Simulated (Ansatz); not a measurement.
# Ti: density of states with revPBE+D3(BJ)

Ti:

```
Ti
1.0
     2.95000    0.00000    0.00000
    -1.47500    2.55477    0.00000
     0.00000    0.00000    4.68000
Ti
2
Direct
  0.66667 0.33333 0.75000
  0.33333 0.66667 0.25000
```

| Quantity | Value |
| --- | --- |
| Program | Ansatz 0.2.0 |
| Task | density of states |
| Functional | revPBE |
| Dispersion | D3(BJ) |
| Potentials or basis | Ansatz PAW polarizable |
| Cutoff | 420 eV (not typed: the program's choice for these potentials) |
| k mesh | 10 × 10 × 6 |
| Occupations | fermi-dirac, width 0.1 eV |
| Spin | no spin polarisation |

```json
{
  "Pressure": "-9.6 GPa",
  "Band gap on the k mesh": "none (metal or under the smearing width)",
  "Density of states at the Fermi level": "1.67 states/eV per cell"
}
```

Stress tensor (GPa, compression positive):
```
-9.52  0.00  0.00
 0.00 -9.52  0.00
 0.00  0.00 -9.81
```

Levels at points of the mesh, in eV from the Fermi level:
```tsv
k point	band 9	band 10	band 11	band 12	band 13	band 14	band 15	band 16
(0.00, 0.00, 0.00)	-6.14	-2.62	0.70	0.80	0.80	0.90	1.28	1.28
(0.00, 0.00, -0.50)	-4.31	-4.31	0.10	0.10	0.71	0.71	0.71	0.71
(0.00, -0.50, 0.00)	-2.30	-2.09	-1.78	-0.63	0.53	0.64	1.18	3.32
(0.00, -0.50, -0.50)	-2.48	-2.48	-0.78	-0.78	1.29	1.29	1.75	1.75
```

States per cell in windows of 0.5 eV (zero at the Fermi level; states under -8 eV left out):
```
from (eV)  total
     -8.0   0.00
     -7.5   0.00
     -7.0   0.00
     -6.5   0.00
     -6.0   0.05
     -5.5   0.09
     -5.0   0.13
     -4.5   0.17
     -4.0   0.22
     -3.5   0.31
     -3.0   0.58
     -2.5   0.96
     -2.0   1.37
     -1.5   1.13
     -1.0   1.85
     -0.5   0.99
      0.0   1.70
      0.5   2.27
      1.0   2.19
      1.5   1.06
      2.0   1.15
      2.5   1.47
      3.0   2.14
      3.5   0.19
      4.0   0.00
      4.5   0.00
      5.0   0.00
      5.5   0.00
      6.0   0.00
      6.5   0.00
      7.0   0.00
      7.5   0.00
```

It took 7.5 s on 1 thread of Arm Neoverse V1, with other jobs on the host, peak memory 0.38 GiB.

Caveat: pairwise dispersion overbinds metals, which lowers pressure and volume; the PAW data sets come from PBE, with cores solved anew for the run's functional, which leaves a small shift of forces and pressure.
